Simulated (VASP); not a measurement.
## VASP 6.6.1 run: HfO$_{2}$

INCAR

```
NBANDS = 18
IVDW = 10
LASPH = .TRUE.
PREC = Accurate
GGA = PE
NELM = 86
IBRION = -1
ISIF = 2
ISMEAR = -1
ENCUT = 520
LWAVE = .FALSE.
LCHARG = .FALSE.
SIGMA = 0.02
EDIFF = 1E-5
LREAL = .FALSE.
NSW = 0
```

KPOINTS

```
KPOINTS created by Atomic Simulation Environment
0
Gamma
8 8 8
0 0 0
```

POSCAR

```
Hf O
 1.0000000000000000
     0.0000000000000000    2.5038904960999999    2.5038904960999999
     2.5038904960999999    0.0000000000000000    2.5038904960999999
     2.5038904960999999    2.5038904960999999    0.0000000000000000
 Hf  O
   1   2
Cartesian
  0.0000000000000000  0.0000000000000000  0.0000000000000000
  1.2519452480500000  1.2519452480500000  1.2519452480500000
  3.7558357441499997  3.7558357441499997  3.7558357441499997
```

The recommended PBE PAW datasets give the neutral cell 22 valence electrons.

Command

```
mpirun -np 1 vasp_std
```

Question: Predict the outcome of this run.

Answer: It converged. Results: gap between bands v and c on the k mesh 3.90 eV; least direct gap on the k mesh 3.90 eV; pressure 10.0 GPa. Band v is the last that the valence electrons fill when counted band by band, and c is the next.

OSZICAR

```
N       E                     dE             d eps       ncg     rms          rms(c)
DAV:   1     0.908209997969E+02    0.90821E+02   -0.12517E+04  1044   0.121E+03
DAV:   2    -0.319193726130E+02   -0.12274E+03   -0.11859E+03  1352   0.289E+02
DAV:   3    -0.358971562631E+02   -0.39778E+01   -0.39637E+01  1186   0.456E+01
DAV:   4    -0.359220519395E+02   -0.24896E-01   -0.24871E-01  1292   0.385E+00
DAV:   5    -0.359221908495E+02   -0.13891E-03   -0.13891E-03  1174   0.276E-01    0.519E+01
DAV:   6    -0.303144713236E+02    0.56077E+01   -0.19560E+01  1072   0.326E+01    0.440E+01
DAV:   7    -0.302374431395E+02    0.77028E-01   -0.64465E-01  1204   0.664E+00    0.299E+01
DAV:   8    -0.302245703380E+02    0.12873E-01   -0.22697E-01  1160   0.445E+00    0.908E+00
DAV:   9    -0.302071725637E+02    0.17398E-01   -0.57993E-02  1136   0.198E+00    0.255E+00
DAV:  10    -0.302072438516E+02   -0.71288E-04   -0.31967E-03  1166   0.435E-01    0.198E-01
DAV:  11    -0.302072915250E+02   -0.47673E-04   -0.15744E-04  1206   0.111E-01    0.201E-01
DAV:  12    -0.302073004355E+02   -0.89104E-05   -0.33296E-05  1124   0.393E-02
   1 F= -.32383116E+02 E0= -.32383116E+02  d E =-.693080E-13
```

For comparison, a separate PBE run of the intended cell, on usual settings and not on those above, gives a gap of 3.90 eV on its mesh and a pressure of 10.5 GPa.
